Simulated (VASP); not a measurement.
# C (Fd-3m) in VASP: a series of runs

Aim: see how the results for C move with the level of theory and the settings. Levels: PBE, LDA. Tasks: dielectric tensor, band structure.

All numbers are computed with VASP 6.6.1; they aren't measurements. Logs are shortened: lines on timing, memory, paths and dates and some standing lists are left out, and cuts for length are marked.

## (1) The structure

It takes space group Fd-3m (No. 227, cubic). The conventional cell has a = 3.572 Å, b = 3.572 Å, c = 3.572 Å, α = 90.00°, β = 90.00°, γ = 90.00°. C (site symmetry -43m) has 4 C at 1.55 Å as nearest neighbours.

This isn't the form of C at room conditions, which is graphite.

## (2) Dielectric tensor, PBE

Contents of INCAR:

```
SYSTEM = C
ALGO = Normal
EDIFF = 1E-8
ENCUT = 450
GGA = PE
ISIF = 2
ISMEAR = 0
KPAR = 2
LASPH = .True.
LCHARG = .False.
LEPSILON = .True.
LREAL = .False.
LWAVE = .False.
NELM = 120
PREC = Accurate
SIGMA = 0.02
```

Contents of KPOINTS:

```
k-points
0
Gamma
  16 16 16
  0 0 0
```

Contents of POSCAR:

```
C                                       
1.0
    0.0000000000      1.7858179493      1.7858179493
    1.7858179493      0.0000000000      1.7858179493
    1.7858179493      1.7858179493      0.0000000000
  C             
     2
Direct
     0.0000000000000000    0.0000000000000000    0.0000000000000000
     0.2500000000000000    0.2500000000000000    0.2500000000000000
```

Potentials or basis: VASP PAW PBE potentials, release 64 (C).

On the command line:

```bash
$ cat potpaw_PBE.64/C/POTCAR > POTCAR
$ mpirun -np 2 vasp_std > vasp.out
```

OUTCAR:

```text
SYSTEM = C
   EDIFF = 1E-8
   ENCUT = 450
   GGA = PE
   ISIF = 2
   ISMEAR = 0
   LASPH = .True.
   LEPSILON = .True.
   LREAL = .False.
   NELM = 120
   PREC = Accurate

 ion  position               nearest neighbor table
   1  0.000  0.000  0.000-   2 1.55   2 1.55   2 1.55   2 1.55
   2  0.250  0.250  0.250-   1 1.55   1 1.55   1 1.55   1 1.55

  LATTYP: Found a face centered cubic cell.
 ALAT       =     3.5716358986

  Lattice vectors:

 A1 = (   0.0000000000,   1.7858179493,   1.7858179493)
 A2 = (   1.7858179493,   0.0000000000,   1.7858179493)
 A3 = (   1.7858179493,   1.7858179493,   0.0000000000)

Analysis of symmetry for initial positions (statically):
=====================================================================
 Subroutine PRICEL returns:
 Original cell was already a primitive cell.

 Routine SETGRP: Setting up the symmetry group for a
 face centered cubic supercell.

 Subroutine GETGRP returns: Found 48 space group operations
 (whereof 24 operations were pure point group operations)
 out of a pool of 48 trial point group operations.

The static configuration has the point symmetry T_d .
 The point group associated with its full space group is O_h .

Analysis of symmetry for dynamics (positions and initial velocities):
=====================================================================
 Subroutine PRICEL returns:
 Original cell was already a primitive cell.

 Routine SETGRP: Setting up the symmetry group for a
 face centered cubic supercell.

 Subroutine GETGRP returns: Found 48 space group operations
 (whereof 24 operations were pure point group operations)
 out of a pool of 48 trial point group operations.

The dynamic configuration has the point symmetry T_d .
 The point group associated with its full space group is O_h .

 Subroutine INISYM returns: Found 48 space group operations
 (whereof 24 operations are pure point group operations),
 and found     1 'primitive' translations

----------------------------------------------------------------------------------------

                                     Primitive cell

  volume of cell :      11.3905

  direct lattice vectors                    reciprocal lattice vectors
     0.000000000  1.785817949  1.785817949    -0.279983746  0.279983746  0.279983746
     1.785817949  0.000000000  1.785817949     0.279983746 -0.279983746  0.279983746
     1.785817949  1.785817949  0.000000000     0.279983746  0.279983746 -0.279983746

  length of vectors
     2.525527964  2.525527964  2.525527964     0.484946074  0.484946074  0.484946074

  position of ions in fractional coordinates (direct lattice)
     0.000000000  0.000000000  0.000000000
     0.250000000  0.250000000  0.250000000

  ion indices of the primitive-cell ions
   primitive index   ion index
                 1           1
                 2           2

----------------------------------------------------------------------------------------

 KPOINTS: k-points

Automatic generation of k-mesh.
 Grid dimensions read from file:
 generate k-points for:   16   16   16

 Generating k-lattice:

  Cartesian coordinates                     Fractional coordinates (reciprocal lattice)
    -0.017498984  0.017498984  0.017498984     0.062500000  0.000000000  0.000000000
     0.017498984 -0.017498984  0.017498984     0.000000000  0.062500000  0.000000000
     0.017498984  0.017498984 -0.017498984     0.000000000  0.000000000  0.062500000

  Length of vectors
     0.030309130  0.030309130  0.030309130

  Shift w.r.t. Gamma in fractional coordinates (k-lattice)
     0.000000000  0.000000000  0.000000000

 Subroutine IBZKPT returns following result:
 ===========================================

[... 76 lines left out ...]
   LEPSILON=     T    determine dielectric tensor
   LRPA    =     F    only Hartree local field effects (RPA)
 non-spin polarized calculation
 Gauss-broadening in eV      SIGMA  =   0.02
  energy-cutoff  :      450.00
  volume of cell :       11.39
 maximum number of plane-waves:       262
 NGX is ok and might be reduce to    18
   NGX =  9   NGY =  9   NGZ =  9

--------------------------------------- Ionic step        1  -------------------------------------------

 number of electron       8.0000003 magnetization

 E-fermi :   9.8692     XC(G=0): -13.2301

 val. band max:        9.6693167425   @ k =   0.0000   0.0000   0.0000
 cond. band min:      13.7954521018   @ k =   0.3750   0.3750   0.0000
 fundamental gap:      4.1261353592
 Fermi energy:         9.8692399101

 k-point     1 :       0.0000    0.0000    0.0000
  band No.  band energies     occupation
      1     -11.7516      2.00000
      2       9.6693      2.00000
      3       9.6693      2.00000
      4       9.6693      2.00000
      5      15.2532      0.00000
      6      15.2532      0.00000
      7      15.2532      0.00000
      8      22.9063      0.00000
[... 243 lines left out ...]
 k-point    24 :      -0.0625    0.0625    0.0000
  band No.  band energies     occupation
      1     -11.4641      2.00000
      2       8.2513      2.00000
      3       8.6028      2.00000
      4       9.4898      2.00000
      5      15.5448      0.00000
      6      16.0635      0.00000
      7      16.3573      0.00000
      8      23.1270      0.00000

 [... further k-points ...]

  FORCE on cell =-STRESS in cart. coord.  units (eV):
  Direction    XX          YY          ZZ          XY          YZ          ZX
  --------------------------------------------------------------------------------------
  -------------------------------------------------------------------------------------
  Total       -0.0087398     -0.0087398     -0.0087398      0.0000000      0.0000000     -0.0000000
  in kB       -1.2293382     -1.2293382     -1.2293382      0.0000000      0.0000000     -0.0000000
  external PRESSURE =      -1.2293382 kB  Pullay stress =       0.0000000 kB

 VOLUME and BASIS-vectors are now :
 -----------------------------------------------------------------------------
  energy-cutoff  :      450.00
  volume of cell :       11.39
      direct lattice vectors                 reciprocal lattice vectors
     0.000000000  1.785817949  1.785817949    -0.279983746  0.279983746  0.279983746
     1.785817949  0.000000000  1.785817949     0.279983746 -0.279983746  0.279983746
     1.785817949  1.785817949  0.000000000     0.279983746  0.279983746 -0.279983746

 POSITION                                       TOTAL-FORCE (eV/Angst)
 -----------------------------------------------------------------------------------
      0.00000      0.00000      0.00000        -0.000000     -0.000000     -0.000000
      0.89291      0.89291      0.89291         0.000000      0.000000      0.000000
 -----------------------------------------------------------------------------------
    total drift:                               -0.000000     -0.000000     -0.000000

  FREE ENERGIE OF THE ION-ELECTRON SYSTEM (eV)
  ---------------------------------------------------
  free  energy   TOTEN  =       -18.1892113623 eV

  energy  without entropy=      -18.1892113623  energy(sigma->0) =      -18.18921136

 HEAD OF MICROSCOPIC STATIC DIELECTRIC TENSOR (INDEPENDENT PARTICLE, excluding Hartree and local field effects)
 ------------------------------------------------------
           5.959696    -0.000000     0.000000
           0.000000     5.959696     0.000000
          -0.000000     0.000000     5.959696
 ------------------------------------------------------

 Free energy of the ion-electron system (eV)
  ---------------------------------------------------
  ---------------------------------------------------
  free energy    TOTEN  =        -0.16452271 eV

  energy without entropy =       -0.16452271

------------------------ aborting loop because EDIFF is reached ----------------------------------------

--------------------------------------- Ionic step        2  -------------------------------------------

------------------------ aborting loop because EDIFF is reached ----------------------------------------

--------------------------------------- Ionic step        3  -------------------------------------------

 Free energy of the ion-electron system (eV)
  ---------------------------------------------------
  ---------------------------------------------------
  free energy    TOTEN  =        -0.16452271 eV

  energy without entropy =       -0.16452271

------------------------ aborting loop because EDIFF is reached ----------------------------------------

 PIEZOELECTRIC TENSOR FIELD DIRECTION 3  (e Angst)
 -----------------------------------------------------------------------------
    -0.00019  0.00000  0.00000           ( -0.00001  0.00000  0.00000)
     0.00000 -0.00019  0.00000           (  0.00000 -0.00001  0.00000)
     0.00000  0.00000 -0.00007           (  0.00000  0.00000 -0.00001)

 PIEZOELECTRIC TENSOR FIELD DIRECTION 3  (C/m^2)
 -----------------------------------------------------------------------------
    -0.00027  0.00000  0.00000
     0.00000 -0.00027  0.00000
     0.00000  0.00000 -0.00010

 MACROSCOPIC STATIC DIELECTRIC TENSOR (including local field effects in DFT)
 ------------------------------------------------------
           5.852427     0.000000    -0.000000
          -0.000000     5.852427    -0.000000
           0.000000    -0.000000     5.852427
 ------------------------------------------------------

 PIEZOELECTRIC TENSOR (including local field effects)  for field in x, y, z        (e  Angst)
          XX          YY          ZZ          XY          YZ          ZX
  --------------------------------------------------------------------------------
  x     0.00000    -0.00000    -0.00000     0.00000     0.00000     0.00000
  y    -0.00000     0.00000     0.00000     0.00000     0.00000     0.00000
  z     0.00000    -0.00000     0.00000     0.00000     0.00000     0.00000

 PIEZOELECTRIC TENSOR (including local field effects)  for field in x, y, z        (C/m^2)
          XX          YY          ZZ          XY          YZ          ZX
  --------------------------------------------------------------------------------
  x     0.00000    -0.00000    -0.00000     0.00000     0.00000     0.00000
  y    -0.00000     0.00000     0.00000     0.00000     0.00000     0.00000
  z     0.00000    -0.00000     0.00000     0.00000     0.00000     0.00000

 BORN EFFECTIVE CHARGES (including local field effects) (in |e|, cummulative output)
 ---------------------------------------------------------------------------------
 ion    1
    1     0.00000     0.00000     0.00000
    2     0.00000     0.00000     0.00000
    3     0.00000     0.00000     0.00000
 ion    2
    1    -0.00000     0.00000     0.00000
    2     0.00000    -0.00000     0.00000
    3     0.00000     0.00000    -0.00000
```

Run time: 38 s. Hardware: 2 MPI ranks of Intel Xeon Platinum 8488C (Sapphire Rapids), shared host; peak memory 0.16 GiB.

What came out:

| Property | Result |
| --- | --- |
| Band gap on the k mesh | 4.13 eV, indirect (least direct gap 5.58 eV) |
| Electronic dielectric tensor (diagonal) | 5.85 |
| Born charges (mean of the diagonal) | C +0.00 e |

Levels at points of the mesh, in eV from the valence-band top:
```tsv
k point	band 1	band 2	band 3	band 4	band 5	band 6	band 7	band 8
(0.00, 0.00, 0.00)	-21.42	0.00	0.00	0.00	5.58	5.58	5.58	13.24
(0.50, 0.00, 0.00)	-15.67	-13.33	-2.79	-2.79	8.45	8.45	8.79	15.68
(0.50, 0.50, 0.00)	-12.73	-12.73	-6.27	-6.27	4.75	4.75	16.76	16.76
```

Electronic dielectric tensor:
```
5.85 0.00 0.00
0.00 5.85 0.00
0.00 0.00 5.85
```

Born effective charge tensors (e):
atom 1, C
```
0.00 0.00 0.00
0.00 0.00 0.00
0.00 0.00 0.00
```
atom 2, C
```
0.00 0.00 0.00
0.00 0.00 0.00
0.00 0.00 0.00
```

Caveat: the cutoff is under 1.25 times the usual one of these potentials, so pressure, stress and relaxed cells hold a basis-set (Pulay) error.

## (3) Band structure, LDA

Contents of INCAR:

```
SYSTEM = C
ALGO = Normal
EDIFF = 1E-6
ENCUT = 450
ISIF = 2
ISMEAR = 0
KPAR = 2
LASPH = .TRUE.
LCHARG = .FALSE.
LREAL = .FALSE.
LWAVE = .FALSE.
NELM = 120
PREC = Accurate
SIGMA = 0.02
```

Contents of KPOINTS:

```
k-points
0
G
  16 16 16
  0 0 0
```

POSCAR is that of step 2.

Contents of KPOINTS_OPT:

```
path GXWKGLUWLK,UX
10
line-mode
reciprocal
 0.0000000000  0.0000000000  0.0000000000  G
 0.5000000000  0.0000000000  0.5000000000  X

 0.5000000000  0.0000000000  0.5000000000  X
 0.5000000000  0.2500000000  0.7500000000  W

 0.5000000000  0.2500000000  0.7500000000  W
 0.3750000000  0.3750000000  0.7500000000  K

 0.3750000000  0.3750000000  0.7500000000  K
 0.0000000000  0.0000000000  0.0000000000  G

 0.0000000000  0.0000000000  0.0000000000  G
 0.5000000000  0.5000000000  0.5000000000  L

 0.5000000000  0.5000000000  0.5000000000  L
 0.6250000000  0.2500000000  0.6250000000  U

 0.6250000000  0.2500000000  0.6250000000  U
 0.5000000000  0.2500000000  0.7500000000  W

 0.5000000000  0.2500000000  0.7500000000  W
 0.5000000000  0.5000000000  0.5000000000  L

 0.5000000000  0.5000000000  0.5000000000  L
 0.3750000000  0.3750000000  0.7500000000  K

 0.6250000000  0.2500000000  0.6250000000  U
 0.5000000000  0.0000000000  0.5000000000  X
```

Potentials or basis: VASP PAW LDA potentials, release 64 (C).

On the command line:

```bash
$ cat potpaw_LDA.64/C/POTCAR > POTCAR
$ mpirun -np 2 vasp_std > vasp.out
```

Run time: 4.8 s. Hardware: 2 MPI ranks of Intel Xeon Platinum 8488C (Sapphire Rapids), shared host; peak memory 0.11 GiB.

The run converged. Its results:

```
Free energy             : -20.2353 eV
Band gap on the k mesh  : 4.09 eV, indirect (least direct gap 5.54 eV)
Band gap along the path : 4.11 eV, indirect (least direct gap 5.54 eV)
```

Levels at the corners of the path, in eV from the valence-band top:
```tsv
point	band 2	band 3	band 4	band 5	band 6	band 7
Γ	0.00	0.00	0.00	5.54	5.54	5.54
X	-12.58	-6.27	-6.27	4.70	4.70	16.58
X	-12.58	-6.27	-6.27	4.70	4.70	16.58
W	-11.75	-8.32	-8.32	10.43	10.43	12.29
W	-11.75	-8.32	-8.32	10.43	10.43	12.29
K	-11.56	-9.32	-5.33	5.61	10.63	14.20
K	-11.56	-9.32	-5.33	5.61	10.63	14.20
Γ	0.00	0.00	0.00	5.54	5.54	5.54
Γ	0.00	0.00	0.00	5.54	5.54	5.54
L	-13.31	-2.78	-2.78	8.37	8.37	8.96
L	-13.31	-2.78	-2.78	8.37	8.37	8.96
U	-11.56	-9.32	-5.33	5.61	10.63	14.20
U	-11.56	-9.32	-5.33	5.61	10.63	14.20
W	-11.75	-8.32	-8.32	10.43	10.43	12.29
W	-11.75	-8.32	-8.32	10.43	10.43	12.29
L	-13.31	-2.78	-2.78	8.37	8.37	8.96
L	-13.31	-2.78	-2.78	8.37	8.37	8.96
K	-11.56	-9.32	-5.33	5.61	10.63	14.20
U	-11.56	-9.32	-5.33	5.61	10.63	14.20
X	-12.58	-6.27	-6.27	4.70	4.70	16.58
```

Caveat: the cutoff is under 1.25 times the usual one of these potentials, so pressure, stress and relaxed cells hold a basis-set (Pulay) error.
